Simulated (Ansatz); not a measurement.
Spin spirals in Pd (P63/mmc)

```
Pd
1.0
     2.78367    0.00000    0.00000
    -1.39183    2.41072    0.00000
     0.00000    0.00000    4.62889
Pd
2
Direct
  0.66667 0.33333 0.75000
  0.33333 0.66667 0.25000
```

Geometry: a structure from the Materials Project; nothing is relaxed.

Functional, mesh and filling: PBE, 18×18×6 k mesh, Fermi–Dirac smearing of 0.05 eV. PAW means Ansatz 0.2.0 on its default frozen-core files. Site moments are integrated in spheres about the atoms. Start moments (μB): Pd1 0.3, Pd2 0.3.

Flat spirals without spin–orbit coupling: moments start in the xy plane and turn about z by q·R from cell to cell, and their directions inside a cell are free. q runs from Γ to K = (0.333, 0.333, 0.000) in reciprocal cell vectors. Energies count from each method's run at q = 0. Each q is a vector of the k mesh, and the mesh is shifted by q/2 where needed, so that both spin components are sampled on the same points as at q = 0. In Ansatz a GGA is taken by the program's default for non-collinear spins.

| fraction of Γ–K | q (1/Å) | ΔF PAW (meV/cell) | largest moment, PAW (μB) |
| --- | --- | --- | --- |
| 0.000 | 0.000 | 0.0 | 0.35 |
| 0.167 | 0.251 | +3.8 | 0.24 |
| 0.333 | 0.502 | +4.8 | 0.00 |
| 0.500 | 0.752 | +4.8 | 0.00 |
| 0.667 | 1.003 | +4.8 | 0.00 |
| 0.833 | 1.254 | +4.8 | 0.00 |
| 1.000 | 1.505 | +4.8 | 0.00 |

q = 0 is the lowest point of the line, so the state at q = 0 is stable against these spirals.

The Ansatz runs typed with the search for lower states off end where their start leads. These are results for the start and cell typed. The real compound can order otherwise, in a larger cell, or not at all, since semilocal functionals without spin fluctuations often overstate magnetism; near a collapse of the moment, mesh and smearing move it by tens of per cent.
